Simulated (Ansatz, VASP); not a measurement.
## AlN: VASP beside Ansatz

```xyz
4
Lattice="3.2445 0.0000 0.0000 -1.6223 2.8098 0.0000 0.0000 0.0000 4.1021" Properties=species:S:1:pos:R:3 pbc="T T T"
Al    1.6223    0.9366    1.0255
Al    0.0000    1.8732    3.0766
N     1.6223    0.9366    3.0766
N     0.0000    1.8732    1.0255
```

Change from the starting cell: volume scaled by 0.94.

Alike in both runs: task single point; functional PBE; k mesh 9 × 9 × 7; occupations fermi-dirac, width 0.05 eV; no spin polarisation.

|  | VASP | Ansatz |
| --- | --- | --- |
| version | VASP 6.6.1 | Ansatz 0.2.0 |
| potentials or method | VASP PAW PBE potentials, release 64 (Al, N) | Ansatz PAW |
| plane-wave cutoff (eV) | 520 | 420 |
| valence electrons in the cell | 16 | 16 |

```tsv
	VASP	Ansatz	Ansatz less VASP
gap on the k mesh at the Fermi level (eV)	3.73	3.72	-0.012
least direct gap on the mesh (eV)	3.73	3.72	-0.012
pressure (GPa)	14.5	14.8	+0.29
largest component of the traceless stress (GPa)	1.93	2.06	+0.131
```

Caveats: an odd mesh through Γ misses points on the zone boundary, where band edges often lie (VASP); odd divisions of the mesh miss points on the zone boundary, where band edges often lie, so the gap on the mesh can be too wide (Ansatz); the pressure holds a Pulay correction of +0.5 GPa for the finite cutoff (Ansatz).
